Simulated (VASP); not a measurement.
# SnTe (F-43m) in VASP: further runs

The runs below take SnTe through G0W0 quasiparticle levels, with PBE.

Everything below comes from runs of VASP 6.6.1. Logs are shortened: lines on timing, memory, paths and dates and some standing lists are left out, and cuts for length are marked.

**1. The structure**

Symmetry: F-43m, No. 216, cubic system. The conventional cell has a = 7.222 Å, b = 7.222 Å, c = 7.222 Å, α = 90.00°, β = 90.00°, γ = 90.00°. Te (site symmetry -43m) has 4 Sn at 3.13 Å as nearest neighbours. Sn (site symmetry -43m) is surrounded by 4 Te at 3.13 Å.

Measurements of this composition are mostly on another form, of space group No. 225.

**2. G0W0 quasiparticle levels, PBE**

POSCAR

```
SnTe
1.0
    0.0000000000      3.6111460000      3.6111460000
    3.6111460000      0.0000000000      3.6111460000
    3.6111460000      3.6111460000      0.0000000000
Te Sn
1 1
Direct
    0.2500000000      0.2500000000      0.2500000000
    0.0000000000      0.0000000000      0.0000000000
```

INCAR.step1

```
PREC = Accurate
ENCUT = 350
EDIFF = 1E-8
ISMEAR = 0
SIGMA = 0.01
LREAL = F
LASPH = T
NELM = 80
ALGO = Normal
LWAVE = T
LCHARG = F
GGA = PE
```

INCAR.step2

```
PREC = Accurate
ENCUT = 350
EDIFF = 1E-8
ISMEAR = 0
SIGMA = 0.01
LREAL = F
LASPH = T
NELM = 1
ALGO = Exact
LWAVE = T
LCHARG = F
GGA = PE
NBANDS = 123
LOPTICS = T
ISTART = 1
```

INCAR.step3

```
PREC = Accurate
ENCUT = 350
EDIFF = 1E-8
ISMEAR = 0
SIGMA = 0.01
LREAL = F
LASPH = T
ALGO = EVGW0
LWAVE = F
LCHARG = F
GGA = PE
NELMGW = 1
NBANDS = 123
ENCUTGW = 150
NOMEGA = 48
PRECFOCK = Fast
ISTART = 1
NBANDSGW = 18
```

KPOINTS

```
Automatic mesh
0
Gamma
  2 2 2
```

Potentials or basis: VASP PAW PBE potentials, release 64 (Te_GW, Sn_d_GW).

On the command line:

```
$ cat potpaw_PBE.64/Te_GW/POTCAR potpaw_PBE.64/Sn_d_GW/POTCAR > POTCAR
$ cp INCAR.step1 INCAR
$ mpirun -np 1 vasp_std > vasp.out
$ cp INCAR.step2 INCAR
$ mpirun -np 1 vasp_std > vasp.out
$ cp INCAR.step3 INCAR
$ mpirun -np 1 vasp_std > vasp.out
```

OUTCAR:

```text
PREC = Accurate
   ENCUT = 350
   EDIFF = 1E-8
   ISMEAR = 0
   LREAL = F
   LASPH = T
   GGA = PE
   NELMGW = 1
   ENCUTGW = 150
   PRECFOCK = Fast
   ISTART = 1

 Found      3 irreducible k-points:

 Following reciprocal coordinates:
            Coordinates               Weight
  0.000000  0.000000  0.000000      1.000000
  0.500000  0.000000  0.000000      4.000000
  0.500000  0.500000  0.000000      3.000000
   k-points           NKPTS =      3   k-points in BZ     NKDIM =      8   number of bands    NBANDS=    123
   number of dos      NEDOS =    301   number of ions     NIONS =      2
   total plane-waves  NPLWV =  32768
   dimension x,y,z NGX =    32 NGY =   32 NGZ =   32
   dimension x,y,z NGXF=    64 NGYF=   64 NGZF=   64
   ions per type =               1   1
   NGX,Y,Z   is equivalent  to a cutoff of  10.42, 10.42, 10.42 a.u.
   NGXF,Y,Z  is equivalent  to a cutoff of  20.83, 20.83, 20.83 a.u.
 SYSTEM =  unknown system
   PREC   = accura    normal or accurate (medium, high low for compatibility)
   ISTART =      1    job   : 0-new  1-cont  2-samecut
   ICHARG =      0    charge: 1-file 2-atom 10-const
   ISPIN  =      1    spin polarized calculation?
   LNONCOLLINEAR =      F non collinear calculations
   LSORBIT =      F    spin-orbit coupling
   LASPH  =      T    aspherical Exc in radial PAW
   ENCUT  =  350.0 eV  25.72 Ry    5.07 a.u.   7.79  7.79  7.79*2*pi/ulx,y,z
   NELM   =     60;   NELMIN=  2; NELMDL=  0     # of ELM steps
   EDIFF  = 0.1E-07   stopping-criterion for ELM
   LREAL  =      F    real-space projection
   EDIFFG = 0.1E-06   stopping-criterion for IOM
   NSW    =      0    number of steps for IOM
   IBRION =     -1    ionic relax: 0-MD 1-quasi-New 2-CG
   NFREE  =      0    steps in history (QN), initial steepest desc. (CG)
   ISIF   =      0    stress and relaxation
   ISYM   =      3    0-nonsym 1-usesym 2-fastsym
   POTIM  = 0.5000    time-step for ionic-motion
   TEBEG  =    0.0;   TEEND  =   0.0 temperature during run
   PSTRESS=    0.0 pullay stress
   NELECT =      20.0000    total number of electrons
   NUPDOWN=      -1.0000    fix difference up-down
   EMIN   =  10.00;   EMAX   =-10.00  energy-range for DOS
   EFERMI =   0.00;   METHOD = LEGACY
   ISMEAR =     0;   SIGMA  =   0.01  broadening in eV -4-tet -1-fermi 0-gaus
   EFERMI_NEDOS =   21; number of points for ismear=-14 and -15
   IALGO  =     38    algorithm
   IMIX   =      4    mixing-type and parameters
     AMIX     =   0.40;   BMIX     =  1.00
     AMIX_MAG =   1.60;   BMIX_MAG =  1.00
  volume/ion in A,a.u.               =      47.09       317.78
  Fermi-wavevector in a.u.,A,eV,Ry     =   0.976704  1.845704 12.979296  0.953951
  Thomas-Fermi vector in A             =   2.107344
   LORBIT       =      0    0 simple, 1 ext, 2 COOP (PROOUT), +10 PAW based schemes
   GGA     = PE    functional components
   LHFCALC =     T    Hartree Fock is set to
   PRECFOCK=fast      Normal, Fast or Accurate (Low or Medium for compatibility)
   ENCUT4O =  -1.0   cutoff for four orbital integrals eV
   NKREDX  =     1    reduce k-point grid by
   NKREDY  =     1    reduce k-point grid by
   NKREDZ  =     1    reduce k-point grid by
   AEXX    =    1.0000 exact exchange contribution
   HFSCREEN=    0.0000 screening length (either q_TF or 0.3 A-1)
   HFSCREENC=   0.0000 screening length for correlation (either q_TF or 0.3 A-1)
   ENCUTFOCK=  -1.0 apply spherical cutoff to Coloumb kernel
   IVDW    =     0    specifies the selected vdW correction
   LEPSILON=     F    determine dielectric tensor
   LRPA    =     F    only Hartree local field effects (RPA)
   LRPAFORCE           =     F    calculate RPA forces
   ENCUTGW             = 150.0    cutoff for response function in eV
   ENCUTGWSOFT         = 120.0    soft cutoff for Coulomb kernel in GW response function in eV
   ENCUTLF             =  -1.0    cutoff for local field effects
   NELMGW              =     1    number of iterations in solving QP/BSE equation
   NELMHF              =     1    number of iterations in the inner HF iteration
   NKREDLFX            =     1    NKREDLFY  =   1   NKREDLFZ  =   1
 non-spin polarized calculation
 Gauss-broadening in eV      SIGMA  =   0.01
  energy-cutoff  :      350.00
  volume of cell :       94.18
 maximum number of plane-waves:      1411
 NGX is ok and might be reduce to    32
  NGX = 18; NGY = 18; NGZ = 18
   NGX = 15   NGY = 15   NGZ = 15
 maximum number of plane-waves:       411

 QP shifts <psi_nk| G(iteration)W_0 |psi_nk>: iteration 1
 for sc-GW calculations column KS-energies equals QP-energies in previous step
 and V_xc(KS)=  KS-energies - (<T + V_ion + V_H > + <T+V_H+V_ion>^1  + <V_x>^1)

 k-point   1 :       0.0000    0.0000    0.0000
  band No.  KS-energies  QP-energies   sigma(KS)   V_xc(KS)     V^pw_x(r,r')   Z            occupation Imag(sigma)

      1     -19.3758     -21.8096     -21.2960     -17.5125     -27.0471       0.6433       2.0000       0.5130
      2     -19.3758     -21.8096     -21.2960     -17.5125     -27.0471       0.6433       2.0000       0.5130
      3     -19.3758     -21.8096     -21.2960     -17.5125     -27.0471       0.6433       2.0000       0.5130
      4     -19.3676     -21.7881     -21.2910     -17.5147     -27.0239       0.6409       2.0000       0.4990
      5     -19.3676     -21.7881     -21.2910     -17.5147     -27.0239       0.6409       2.0000       0.4990
      6      -9.0517      -9.1992     -11.0462     -10.7927     -17.0018       0.5823       2.0000       1.0514
      7      -2.7313      -3.1835     -11.8502     -11.2704     -13.8099       0.7799       2.0000       0.4471
      8       0.5489       0.0035     -11.0634     -10.2939     -12.8209       0.7087       2.0000       0.1482
      9       0.5489       0.0035     -11.0634     -10.2939     -12.8209       0.7087       2.0000       0.1482
     10       0.5489       0.0035     -11.0634     -10.2939     -12.8209       0.7087       2.0000       0.1482
     11       3.4802       3.7265      -8.6705      -9.0120      -5.1788       0.7212       0.0000      -0.1179
     12       3.4802       3.7265      -8.6705      -9.0120      -5.1788       0.7212       0.0000      -0.1179
     13       3.4802       3.7265      -8.6705      -9.0120      -5.1788       0.7212       0.0000      -0.1179
     14       6.5559       6.4435      -5.8469      -5.6987      -2.1392       0.7583       0.0000      -0.1539
     15       8.9606       9.1826      -7.3970      -7.7033      -3.1376       0.7249       0.0000      -0.3151
     16       8.9606       9.1826      -7.3970      -7.7033      -3.1376       0.7249       0.0000      -0.3151
     17      10.0969      10.0082      -6.1410      -6.0195      -1.7160       0.7298       0.0000      -0.4264
     18      10.0969      10.0082      -6.1410      -6.0195      -1.7160       0.7298       0.0000      -0.4264

 k-point   2 :       0.5000    0.0000    0.0000
  band No.  KS-energies  QP-energies   sigma(KS)   V_xc(KS)     V^pw_x(r,r')   Z            occupation Imag(sigma)

      1     -19.3770     -21.8001     -21.2825     -17.5100     -27.0450       0.6423       2.0000       0.5160
      2     -19.3743     -21.8172     -21.2922     -17.5147     -27.0418       0.6467       2.0000       0.5106
      3     -19.3743     -21.8172     -21.2922     -17.5147     -27.0418       0.6467       2.0000       0.5106
      4     -19.3673     -21.8035     -21.2893     -17.5152     -27.0239       0.6455       2.0000       0.4974
      5     -19.3673     -21.8035     -21.2893     -17.5152     -27.0239       0.6455       2.0000       0.4974
      6      -8.5108      -8.7010     -11.3974     -11.0869     -16.9977       0.6125       2.0000       0.9579
      7      -4.5428      -5.1342     -11.2658     -10.4541     -14.3911       0.7286       2.0000       0.6841
      8       0.0164      -0.5252     -10.7930     -10.0123     -12.6314       0.6937       2.0000       0.1710
      9       0.0164      -0.5252     -10.7930     -10.0123     -12.6314       0.6937       2.0000       0.1710
     10       0.4298      -0.0698     -10.0087      -9.3147     -11.0887       0.7199       2.0000       0.1219
     11       4.2863       4.5194      -8.6124      -8.9384      -4.9406       0.7151       0.0000      -0.1619
     12       4.2863       4.5194      -8.6124      -8.9384      -4.9406       0.7151       0.0000      -0.1619
     13       5.8796       6.2419      -9.4584      -9.9559      -5.5417       0.7282       0.0000      -0.2428
     14       8.1170       7.9904      -5.7051      -5.5353      -1.7709       0.7455       0.0000      -0.2026
     15       8.8226       8.9127      -7.1791      -7.3018      -3.0557       0.7350       0.0000      -0.2447
     16       9.3941       9.5304      -7.3591      -7.5450      -2.9183       0.7334       0.0000      -0.3674
     17       9.3941       9.5304      -7.3591      -7.5450      -2.9183       0.7334       0.0000      -0.3674
     18      10.6754      10.8560      -7.6761      -7.9251      -3.0755       0.7254       0.0000      -0.4099

 k-point   3 :       0.5000    0.5000    0.0000
  band No.  KS-energies  QP-energies   sigma(KS)   V_xc(KS)     V^pw_x(r,r')   Z            occupation Imag(sigma)

      1     -19.3785     -21.7919     -21.2729     -17.5066     -27.0364       0.6408       2.0000       0.5220
      2     -19.3729     -21.8265     -21.2937     -17.5176     -27.0453       0.6497       2.0000       0.5073
      3     -19.3729     -21.8265     -21.2937     -17.5176     -27.0453       0.6497       2.0000       0.5073
      4     -19.3672     -21.8212     -21.2876     -17.5148     -27.0216       0.6504       2.0000       0.4978
      5     -19.3672     -21.8212     -21.2876     -17.5148     -27.0216       0.6504       2.0000       0.4978
      6      -8.2905      -8.5013     -11.5572     -11.2166     -17.0084       0.6189       2.0000       0.9287
      7      -4.9070      -5.4724     -11.3079     -10.4545     -14.6085       0.6625       2.0000       0.6448
      8      -0.6391      -1.1917     -10.4249      -9.6194     -12.4043       0.6859       2.0000       0.2022
      9      -0.6391      -1.1917     -10.4249      -9.6194     -12.4043       0.6859       2.0000       0.2022
     10       1.7902       1.2880     -10.2279      -9.5386     -11.1452       0.7286       2.0000       0.0934
     11       2.6041       2.7025      -7.6997      -7.8339      -4.3032       0.7333       0.0000      -0.1104
     12       6.3515       6.7273      -9.6143     -10.1476      -5.3563       0.7045       0.0000      -0.3229
     13       6.3515       6.7273      -9.6143     -10.1476      -5.3563       0.7045       0.0000      -0.3229
     14       7.8344       7.9413      -7.3432      -7.4880      -3.4504       0.7383       0.0000      -0.1942
     15       8.9033       9.0894      -7.6529      -7.9118      -3.3789       0.7188       0.0000      -0.2954
     16      10.7124      10.8751      -7.6625      -7.8895      -3.1812       0.7166       0.0000      -0.3358
     17      10.7124      10.8751      -7.6625      -7.8895      -3.1812       0.7166       0.0000      -0.3358
     18      11.0316      11.2190      -7.6239      -7.8913      -2.9035       0.7008       0.0000      -0.3697
```

It took 59 s on 1 thread of Intel Xeon Platinum 8259CL at 2.50GHz (Skylake/Cascade Lake), shared host; peak memory 0.45 GiB.

These settings aren't checked as converged: the numbers below hold their error.

Results:

* Band gap on the k mesh, mean-field level: 0.81 eV, direct
* Quasiparticle gap: 1.41 eV
* Least direct quasiparticle gap: 1.41 eV

Caveat: the k mesh is coarse (spacing up to 0.75 Å⁻¹), so the values aren't converged; bands, screening cutoff and mesh are small and nothing is extrapolated, so the quasiparticle values aren't converged; spin-orbit coupling is left out, which moves the levels of the heavy elements.

**3. G0W0 quasiparticle levels, PBE**

POSCAR is that of step 2.

Changes to INCAR.step1 since step 2:

```diff
@@ -1,3 +1,3 @@
 PREC = Accurate
-ENCUT = 350
+ENCUT = 450
 EDIFF = 1E-8
```

INCAR.step2

```
PREC = Accurate
ENCUT = 450
EDIFF = 1E-8
ISMEAR = 0
SIGMA = 0.01
LREAL = F
LASPH = T
NELM = 1
ALGO = Exact
LWAVE = T
LCHARG = F
GGA = PE
NBANDS = 386
LOPTICS = T
ISTART = 1
```

Changes to INCAR.step3 since step 2:

```diff
@@ -1,3 +1,3 @@
 PREC = Accurate
-ENCUT = 350
+ENCUT = 450
 EDIFF = 1E-8
@@ -12,4 +12,4 @@
 NELMGW = 1
-NBANDS = 123
-ENCUTGW = 150
+NBANDS = 386
+ENCUTGW = 50
 NOMEGA = 48
```

KPOINTS is that of step 2.

Potentials or basis: VASP PAW PBE potentials, release 64 (Te_GW, Sn_d_GW).

On the command line:

```
$ cat potpaw_PBE.64/Te_GW/POTCAR potpaw_PBE.64/Sn_d_GW/POTCAR > POTCAR
$ cp INCAR.step1 INCAR
$ mpirun -np 1 vasp_std > vasp.out
$ cp INCAR.step2 INCAR
$ mpirun -np 1 vasp_std > vasp.out
$ cp INCAR.step3 INCAR
$ mpirun -np 1 vasp_std > vasp.out
```

OUTCAR:

```text
PREC = Accurate
   ENCUT = 450
   EDIFF = 1E-8
   ISMEAR = 0
   LREAL = F
   LASPH = T
   GGA = PE
   NELMGW = 1
   ENCUTGW = 50
   PRECFOCK = Fast
   ISTART = 1

 Found      3 irreducible k-points:

 Following reciprocal coordinates:
            Coordinates               Weight
  0.000000  0.000000  0.000000      1.000000
  0.500000  0.000000  0.000000      4.000000
  0.500000  0.500000  0.000000      3.000000
   k-points           NKPTS =      3   k-points in BZ     NKDIM =      8   number of bands    NBANDS=    386
   number of dos      NEDOS =    301   number of ions     NIONS =      2
   total plane-waves  NPLWV =  46656
   dimension x,y,z NGX =    36 NGY =   36 NGZ =   36
   dimension x,y,z NGXF=    72 NGYF=   72 NGZF=   72
   ions per type =               1   1
   NGX,Y,Z   is equivalent  to a cutoff of  11.72, 11.72, 11.72 a.u.
   NGXF,Y,Z  is equivalent  to a cutoff of  23.44, 23.44, 23.44 a.u.
 SYSTEM =  unknown system
   PREC   = accura    normal or accurate (medium, high low for compatibility)
   ISTART =      1    job   : 0-new  1-cont  2-samecut
   ICHARG =      0    charge: 1-file 2-atom 10-const
   ISPIN  =      1    spin polarized calculation?
[... 30 lines left out ...]
   GGA     = PE    functional components
   LHFCALC =     T    Hartree Fock is set to
   PRECFOCK=fast      Normal, Fast or Accurate (Low or Medium for compatibility)
   ENCUT4O =  -1.0   cutoff for four orbital integrals eV
   NKREDX  =     1    reduce k-point grid by
   NKREDY  =     1    reduce k-point grid by
   NKREDZ  =     1    reduce k-point grid by
   AEXX    =    1.0000 exact exchange contribution
   HFSCREEN=    0.0000 screening length (either q_TF or 0.3 A-1)
   HFSCREENC=   0.0000 screening length for correlation (either q_TF or 0.3 A-1)
   ENCUTFOCK=  -1.0 apply spherical cutoff to Coloumb kernel
   IVDW    =     0    specifies the selected vdW correction
   LEPSILON=     F    determine dielectric tensor
   LRPA    =     F    only Hartree local field effects (RPA)
   LRPAFORCE           =     F    calculate RPA forces
   ENCUTGW             =  50.0    cutoff for response function in eV
   ENCUTGWSOFT         =  40.0    soft cutoff for Coulomb kernel in GW response function in eV
   ENCUTLF             =  -1.0    cutoff for local field effects
   NELMGW              =     1    number of iterations in solving QP/BSE equation
   NELMHF              =     1    number of iterations in the inner HF iteration
   NKREDLFX            =     1    NKREDLFY  =   1   NKREDLFZ  =   1
 non-spin polarized calculation
 Gauss-broadening in eV      SIGMA  =   0.01
  energy-cutoff  :      450.00
  volume of cell :       94.18
 maximum number of plane-waves:      2085
 NGX is ok and might be reduce to    36
  NGX = 20; NGY = 20; NGZ = 20
   NGX = 17   NGY = 17   NGZ = 17
 maximum number of plane-waves:        80
 NGX is ok and might be reduce to    14

 QP shifts <psi_nk| G(iteration)W_0 |psi_nk>: iteration 1
 for sc-GW calculations column KS-energies equals QP-energies in previous step
 and V_xc(KS)=  KS-energies - (<T + V_ion + V_H > + <T+V_H+V_ion>^1  + <V_x>^1)

 k-point   1 :       0.0000    0.0000    0.0000
  band No.  KS-energies  QP-energies   sigma(KS)   V_xc(KS)     V^pw_x(r,r')   Z            occupation Imag(sigma)

      1     -19.3912     -21.6935     -21.1184     -17.5160     -27.0917       0.6391       2.0000       0.3888
      2     -19.3912     -21.6935     -21.1184     -17.5160     -27.0917       0.6391       2.0000       0.3888
      3     -19.3912     -21.6935     -21.1184     -17.5160     -27.0917       0.6391       2.0000       0.3888
      4     -19.3830     -21.6643     -21.1068     -17.5180     -27.0742       0.6357       2.0000       0.3747
      5     -19.3830     -21.6643     -21.1068     -17.5180     -27.0742       0.6357       2.0000       0.3747
      6      -9.0511      -9.0382     -10.7705     -10.7924     -17.0021       0.5873       2.0000       1.0662
[... 41 lines left out ...]
      4     -19.3830     -21.6746     -21.1061     -17.5179     -27.0735       0.6387       2.0000       0.3739
      5     -19.3830     -21.6746     -21.1061     -17.5179     -27.0735       0.6387       2.0000       0.3739
      6      -8.2902      -8.3125     -11.2524     -11.2166     -17.0086       0.6251       2.0000       0.9469
[... 10 lines left out ...]
     17      10.7115      10.8285      -7.7272      -7.8897      -3.1825       0.7198       0.0000      -0.3167
     18      11.0314      11.1781      -7.6827      -7.8913      -2.9037       0.7034       0.0000      -0.3541
```

OUTCAR.step1:

```text
PREC = Accurate
   ENCUT = 450
   EDIFF = 1E-8
   ISMEAR = 0
   LREAL = F
   LASPH = T
[... 156 lines left out ...]
 -----------------------------------------------------------------------------------
      1.80557      1.80557      1.80557        -0.000000     -0.000000      0.000000
      0.00000      0.00000      0.00000         0.000000      0.000000     -0.000000
 -----------------------------------------------------------------------------------
    total drift:                               -0.000000     -0.000000     -0.000000

  FREE ENERGIE OF THE ION-ELECTRON SYSTEM (eV)
  ---------------------------------------------------
  free  energy   TOTEN  =        -7.3783918490 eV

  energy  without entropy=       -7.3783918490  energy(sigma->0) =       -7.37839185
```

Run time: 2 min. Hardware: 1 thread of Intel Xeon Platinum 8259CL at 2.50GHz (Skylake/Cascade Lake), shared host; peak memory 0.67 GiB.

These settings aren't checked as converged: the numbers below hold their error.

Results:

- Band gap on the k mesh, mean-field level: 0.81 eV, direct
- Quasiparticle gap: 1.29 eV
- Least direct quasiparticle gap: 1.29 eV

Caveat: the k mesh is coarse (spacing up to 0.75 Å⁻¹), so the values aren't converged; bands, screening cutoff and mesh are small and nothing is extrapolated, so the quasiparticle values aren't converged; spin-orbit coupling is left out, which moves the levels of the heavy elements.

[end of part 1 of 2]
